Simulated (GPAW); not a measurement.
## TiB2 in GPAW: the effect of strain hydrostatic

Crystal: TiB2.

```
Ti B
1.0
     2.90803    0.00000    0.00000
    -1.45402    2.51843    0.00000
     0.00000    0.00000    3.09926
Ti B
1 2
Direct
  0.00000 0.00000 0.00000
  0.66667 0.33333 0.50000
  0.33333 0.66667 0.50000
```

Alike in all runs:

```yaml
Program: GPAW 26.7.0
Task: single point
Functional: PBEsol
Potentials_or_basis: PAW data sets generated in the run's folder for this functional
Cutoff: 800 eV
Basis: pw
k_mesh: 10 × 10 × 8
Occupations: fermi-dirac, width 0.05 eV
Spin: no spin polarisation
Maxiter: 150
```

```csv
strain hydrostatic,pressure (GPa)
-0.04,?
-0.02,12.5
-0.01,3.4
0,-4.6
0.01,-11.6
0.02,-17.8
0.04,-27.9
```

Question: What does the run with strain hydrostatic -0.04 give?

Answer: Pressure 34.4 GPa.

Worked out: A parabola through the other rows of the pressure, of slope -1110 GPa per unit of strain hydrostatic there, extrapolates to 32.8 GPa, against the run's 34.4.

Caveats: the density grid can change from cell to cell, which puts small steps into energies and stress.
